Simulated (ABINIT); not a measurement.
# A GW chain in ABINIT: BeS (F-43m)

How does a plane-wave GW calculation on BeS (F-43m) run from the first input to the gap?

Program: ABINIT 10.8.3. Level of theory: PBE and many-body steps on it, plane waves. Results are calculated unless marked as measured.

Most raw output is cut from this account.

The database entry behind the starting cell differs from later determinations by our own check (0.1 to 0.3 % short, probably kX units), so it need not match the best structure at ambient conditions.

## (1) The structure

Symmetry: F-43m, No. 216, cubic system. Conventional cell: a = 4.850 Å, b = 4.850 Å, c = 4.850 Å, α = 90.00°, β = 90.00°, γ = 90.00°. Nearest to Be lie 4 S at 2.10 Å. Nearest to S lie 4 Be at 2.10 Å. Farther neighbours and most contacts between anions are not listed.

The cell and positions come from the Crystallography Open Database and are kept as given unless a step says otherwise.

## (2) Ground state

This step: ABINIT 10.8.3; DFT, PBE, plane waves, norm-conserving pseudopotentials.

The ground-state density comes first.

Contents of run.abi:

```
acell 3*1.0 Angstrom
rprim 
  0.000000000000 2.425000000000 2.425000000000
  2.425000000000 -0.000000000000 2.425000000000
  2.425000000000 2.425000000000 -0.000000000000
ntypat 2
znucl 4 16
natom 2
typat 1 2
xred 
  0.000000000000 0.000000000000 0.000000000000
  0.250000000000 0.250000000000 0.250000000000
pp_dirpath "pseudos"
pseudos "Be.upf, S.upf"
ecut 38
ngkpt 8 8 8
nshiftk 1
shiftk 0 0 0
kptopt 1
chksymbreak 0
nband 10
occopt 1
tolvrs 1e-10
nstep 60
prtwf 0
optforces 0
optstress 0
indata_prefix "in"
outdata_prefix "out"
tmpdata_prefix "tmp"
```

On the command line:

```sh
$ OMP_NUM_THREADS=1 mpirun -n 4 abinit run.abi > log
```

Run time: 6.5 s. Hardware: 4 MPI ranks of Arm Neoverse V1, shared host; peak memory 0.31 GiB; 26 s of CPU time.

This step gave:

* total energy: -682.1872 eV
* gap: 3.114 eV
* k of the valence top: 0, 0, 0
* k of the conduction bottom: 0.5, 0.5, 0
* least direct gap: 5.664 eV

The gap is indirect, with the least direct gap 2.55 eV higher.

## (3) Bands along the symmetry lines

Levels along a band path, at the cheap level, show where the edges lie and whether the meshes to come will hold them.

Contents of run.abi:

```
acell 3*1.0 Angstrom
rprim 
  0.000000000000 2.425000000000 2.425000000000
  2.425000000000 -0.000000000000 2.425000000000
  2.425000000000 2.425000000000 -0.000000000000
ntypat 2
znucl 4 16
natom 2
typat 1 2
xred 
  0.000000000000 0.000000000000 0.000000000000
  0.250000000000 0.250000000000 0.250000000000
pp_dirpath "pseudos"
pseudos "Be.upf, S.upf"
ecut 38
iscf -2
irdden 1
kptopt 0
nkpt 50
kpt 
  0.00000000 0.00000000 0.00000000
  -0.06250000 -0.06250000 0.00000000
  -0.12500000 -0.12500000 0.00000000
  -0.18750000 -0.18750000 0.00000000
  -0.25000000 -0.25000000 0.00000000
  -0.31250000 -0.31250000 0.00000000
  -0.37500000 -0.37500000 0.00000000
  -0.43750000 -0.43750000 0.00000000
  -0.50000000 -0.50000000 0.00000000
  -0.48437500 -0.48437500 0.03125000
  -0.46875000 -0.46875000 0.06250000
  -0.45312500 -0.45312500 0.09375000
  -0.43750000 -0.43750000 0.12500000
  -0.42187500 -0.42187500 0.15625000
  -0.40625000 -0.40625000 0.18750000
  -0.39062500 -0.39062500 0.21875000
  -0.37500000 -0.37500000 0.25000000
  -0.37500000 0.00000000 0.37500000
  -0.32812500 0.00000000 0.32812500
  -0.28125000 0.00000000 0.28125000
  -0.23437500 0.00000000 0.23437500
  -0.18750000 0.00000000 0.18750000
  -0.14062500 0.00000000 0.14062500
  -0.09375000 0.00000000 0.09375000
  -0.04687500 0.00000000 0.04687500
  0.00000000 0.00000000 0.00000000
  0.00000000 0.00000000 0.06250000
  0.00000000 0.00000000 0.12500000
  0.00000000 0.00000000 0.18750000
  0.00000000 0.00000000 0.25000000
  0.00000000 0.00000000 0.31250000
  0.00000000 0.00000000 0.37500000
  0.00000000 0.00000000 0.43750000
  -0.00000000 -0.00000000 0.50000000
  -0.06250000 -0.03125000 0.46875000
  -0.12500000 -0.06250000 0.43750000
  -0.18750000 -0.09375000 0.40625000
  -0.25000000 -0.12500000 0.37500000
  -0.31250000 -0.15625000 0.34375000
  -0.37500000 -0.18750000 0.31250000
  -0.43750000 -0.21875000 0.28125000
  -0.50000000 -0.25000000 0.25000000
  -0.50000000 -0.28125000 0.21875000
  -0.50000000 -0.31250000 0.18750000
  -0.50000000 -0.34375000 0.15625000
  -0.50000000 -0.37500000 0.12500000
  -0.50000000 -0.40625000 0.09375000
  -0.50000000 -0.43750000 0.06250000
  -0.50000000 -0.46875000 0.03125000
  -0.50000000 -0.50000000 0.00000000
istwfk *1
nband 12
nbdbuf 2
tolwfr 1e-08
nstep 40
prtwf 0
prtvol 0
indata_prefix "in"
outdata_prefix "out"
tmpdata_prefix "tmp"
```

The job ended after 5.9 s (4 MPI ranks; peak memory 0.3 GiB; 23 s of CPU time).

Numbers from this step:

- gap: 3.114 eV
- k of the valence top: 0, 0, 0
- k of the conduction bottom: -0.5, -0.5, 0
- least direct gap: 5.655 eV

The gap is 3.114 eV, as in the run before at this level.

Electronic bands along the path, in eV, zero at the top of the highest filled band; v1 is the highest filled band, c1 the lowest empty one:

```
    point      v4     v3     v2     v1    c1    c2     c3     c4
        Γ  -13.69   0.00   0.00   0.00  5.66  5.66   5.66   5.89
  halfway  -12.80  -2.73  -1.61  -1.61  4.45  6.60   8.69   8.69
        X  -11.54  -5.01  -2.64  -2.64  3.11  4.92  12.74  12.74
  halfway  -11.53  -4.89  -3.19  -2.52  3.64  5.54  11.99  12.28
        U  -11.55  -4.55  -4.09  -2.19  4.36  7.50  10.53  11.34
jump to K  -11.55  -4.55  -4.09  -2.19  4.36  7.50  10.53  11.34
  halfway  -12.73  -3.52  -2.14  -0.59  6.32  6.89   7.23   8.66
        Γ  -13.69   0.00   0.00   0.00  5.66  5.66   5.66   5.89
  halfway  -13.02  -3.30  -0.60  -0.60  5.56  6.56   6.56   9.27
        L  -12.08  -5.78  -1.03  -1.03  5.48  6.55   6.55  11.22
  halfway  -11.81  -5.25  -2.77  -1.84  6.09  6.58   9.11  10.48
        W  -11.49  -4.24  -3.86  -3.34  6.46  8.08   8.44   8.84
  halfway  -11.51  -4.77  -3.12  -3.02  4.35  5.95  11.09  11.35
        X  -11.54  -5.01  -2.64  -2.64  3.11  4.92  12.74  12.74
```

## (4) Empty states on the mesh, 4×4×4 mesh, 30 bands

The sums over transitions need many empty states on a uniform mesh; this step solves for them.

Contents of run.abi:

```
acell 3*1.0 Angstrom
rprim 
  0.000000000000 2.425000000000 2.425000000000
  2.425000000000 -0.000000000000 2.425000000000
  2.425000000000 2.425000000000 -0.000000000000
ntypat 2
znucl 4 16
natom 2
typat 1 2
xred 
  0.000000000000 0.000000000000 0.000000000000
  0.250000000000 0.250000000000 0.250000000000
pp_dirpath "pseudos"
pseudos "Be.upf, S.upf"
ecut 38
ngkpt 4 4 4
nshiftk 1
shiftk 0 0 0
kptopt 1
chksymbreak 0
iscf -2
irdden 1
istwfk *1
nband 30
nbdbuf 4
tolwfr 1e-09
nstep 60
prtvol 0
indata_prefix "in"
outdata_prefix "out"
tmpdata_prefix "tmp"
```

Wall time 3.3 s (4 MPI ranks); peak memory 0.29 GiB.

This step gave:

```
gap                                                           : 3.114 eV
k of the valence top                                          : 0, 0, 0
k of the conduction bottom                                    : 0.5, 0.5, 0
least direct gap                                              : 5.664 eV
k points computed                                             : 8
lowest point of the top converged band, above the valence top : 37.24 eV
```

On this mesh the gap is 3.114 eV.

## (5) Screening, 4×4×4 mesh, 26 bands, screening to 108.8 eV

The RPA dielectric matrix is built and inverted for each q.

This step: RPA screening on PBE, plane waves, norm-conserving pseudopotentials.

run.abi, as its differences from that of step 4:

```diff
@@ -20,10 +20,11 @@
 chksymbreak 0
-iscf -2
-irdden 1
 istwfk *1
-nband 30
-nbdbuf 4
-tolwfr 1e-09
-nstep 60
-prtvol 0
+occopt 1
+irdwfk 1
+optdriver 3
+nband 26
+ecuteps 4
+inclvkb 2
+awtr 1
+symchi 1
 indata_prefix "in"
```

Elapsed: 3.1 s, on 4 MPI ranks; peak memory 0.4 GiB; 12 s of CPU time.

This step gave:

- ε∞ with local fields, on this mesh, along the program's q direction: 5.740
- the same without local fields: 6.641
- plasma frequency: 21.99 eV
- plane waves in the screening matrix: 65

Local fields lower ε∞ by 14 %. On a Γ-centred mesh this coarse the value itself is usually too large, while a short band sum pulls it down.

## (6) Self-energy, 4×4×4 mesh, 26 bands, screening to 108.8 eV

The self-energy is evaluated for the states that the input lists, and the levels follow from it, in one-shot runs by the linearised quasiparticle equation.

This step: G0W0 on PBE, plane waves, norm-conserving pseudopotentials.

run.abi, as its differences from that of step 5:

```diff
@@ -23,8 +23,17 @@
 irdwfk 1
-optdriver 3
+optdriver 4
 nband 26
+gwcalctyp 0
+ecutsigx 38
+symsigma 1
+nkptgw 2
+kptgw 
+  0.0000000000 0.0000000000 0.0000000000
+  0.5000000000 0.5000000000 0.0000000000
+bdgw 
+  3 8
+  4 7
 ecuteps 4
-inclvkb 2
-awtr 1
-symchi 1
+irdscr 1
+ppmodel 1
 indata_prefix "in"
```

Wall time 2.2 s (4 MPI ranks); peak memory 0.12 GiB; 8.7 s of CPU time.

This step gave:

```
G0W0 gap on the points computed              : 4.377 eV
starting gap on the mesh                     : 3.114 eV
k of the valence top                         : 0, 0, 0
k of the conduction bottom                   : 0.5, 0.5, 0
Z at the valence top                         : 0.8
Z at the conduction bottom                   : 0.828
least direct G0W0 gap on the computed points : 7.239 eV
```

The gap on the mesh goes from 3.11 eV to 4.38 eV, a correction of +1.26 eV.

Limits: finite bands, cutoff and mesh; coarse k mesh. v1 is the top filled band, c1 the lowest empty one. Levels before and after the correction, in eV, zero at the valence-band top of each column:

```csv
,conduction bottom,valence top
Kohn-Sham,3.11,0.00
G0W0,4.38,0.00
```

```csv
,level,energy (eV)
Kohn-Sham,Γ v3-v1,0.000
Kohn-Sham,Γ c1-c3,5.664
Kohn-Sham,(0.5 0.5 0) v2-v1,-2.638
Kohn-Sham,(0.5 0.5 0) c1,3.114
Kohn-Sham,(0.5 0.5 0) c2,4.918
G0W0,Γ v3-v1,0.000
G0W0,Γ c1-c3,7.475
G0W0,(0.5 0.5 0) v2-v1,-2.862
G0W0,(0.5 0.5 0) c1,4.377
G0W0,(0.5 0.5 0) c2,6.482
```

## (7) Where the time went

Times are wall times on 4 MPI ranks of Arm Neoverse V1, shared host, good to a factor of about two.

```
                          step   time  share  memory (GiB)
                  ground state  6.5 s   31 %          0.31
bands along the symmetry lines  5.9 s   28 %           0.3
      empty states on the mesh  3.3 s   16 %          0.29
                     screening  3.1 s   15 %           0.4
                   self-energy  2.2 s   11 %          0.12
```

## (8) Outcome

```
PBE gap              : 3.11 eV, indirect
G0W0 gap on the mesh : 4.38 eV
GW settings          : 4×4×4 mesh, 26 bands, screening to 108.8 eV, Godby-Needs plasmon pole
known limits         : not at the basis limit; coarse k mesh
```

What this shows: G0W0 moves the gap on the mesh from 3.11 eV to 4.38 eV (+1.26 eV), with Z of 0.80 and 0.83 at the edges. Local fields lower the RPA ε∞ on this mesh from 6.64 to 5.74; a Γ-centred mesh this coarse tends to raise both, most where the direct gap is narrow, while a short band sum lowers them. Only 2 of the mesh's irreducible points were corrected, so a valley elsewhere could overtake. Bands and cutoff are finite, so the gap is not at the basis limit. The miss can reach some tenths of an eV and take either sign; the mesh is an error of its own. In the G0W0 run levels were corrected at 2 k points alone, so a gap called «on the mesh» is the least over those, and an edge elsewhere would be missed. The 4×4×4 mesh is coarse for this cell, which bears on the long-range parts of exchange and screening.

[Paths, hosts, dates, memory and timing lines, banners, echoed tables and standing remarks are left out of the program output.]

[Logs are printed without paths, hosts, clocks, repeated set-up lines and the standing remarks that a program may print on its own settings, such as how far it seeks lower states.]

[Runs of the session that timed out or met a known fault of the program may be left out.]

[Hosts, paths, dates, database ids (printed as entryN), source tags and the programs' standing remarks are cut or masked in the printed files.]

[G0W0 gaps are taken among the corrected bands and points alone; a level outside them can change the order at an edge.]

[Where Ansatz stands beside ABINIT at settings called matched, ABINIT's density can come from a denser mesh and the files from another edition; pairs whose starting gaps differed by over 0.03 eV were left out, so agreement reads better than it is.]
